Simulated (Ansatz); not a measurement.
**Tin, beta-Sn (white tin): convergence with the k-point mesh**

Computed with Ansatz, r²SCAN, scalar-relativistic PAW, on the relaxed cell (a = 5.896 Å, c = 3.178 Å (c/a = 0.539); spin not included). Errors count from a run at 500 eV on a Γ-centred 18×18×12 mesh with Fermi-Dirac smearing of 0.1 eV, extrapolated to zero width. Fixed here: cutoff 500 eV, Fermi-Dirac width 0.1 eV. The SCF starts from atomic densities corrected by a trained network.

```json
{"k-mesh": "2×2×1", "E(σ→0) error (meV/atom)": "418.4", "P (GPa)": "7.45", "SCF iterations": "7"}
{"k-mesh": "3×3×2", "E(σ→0) error (meV/atom)": "139.3", "P (GPa)": "-0.88", "SCF iterations": "7"}
{"k-mesh": "4×4×3", "E(σ→0) error (meV/atom)": "72.6", "P (GPa)": "0.37", "SCF iterations": "7"}
{"k-mesh": "6×6×4", "E(σ→0) error (meV/atom)": "-13.2", "P (GPa)": "-0.08", "SCF iterations": "6"}
{"k-mesh": "7×7×5", "E(σ→0) error (meV/atom)": "-5.2", "P (GPa)": "-0.11", "SCF iterations": "6"}
{"k-mesh": "9×9×6", "E(σ→0) error (meV/atom)": "5.6", "P (GPa)": "0.00", "SCF iterations": "7"}
{"k-mesh": "12×12×8", "E(σ→0) error (meV/atom)": "-2.4", "P (GPa)": "-0.11", "SCF iterations": "7"}
{"k-mesh": "16×16×11", "E(σ→0) error (meV/atom)": "-3.1", "P (GPa)": "-0.05", "SCF iterations": "7"}
```

Within 5 meV/atom of the last row: from 12×12×8 on.
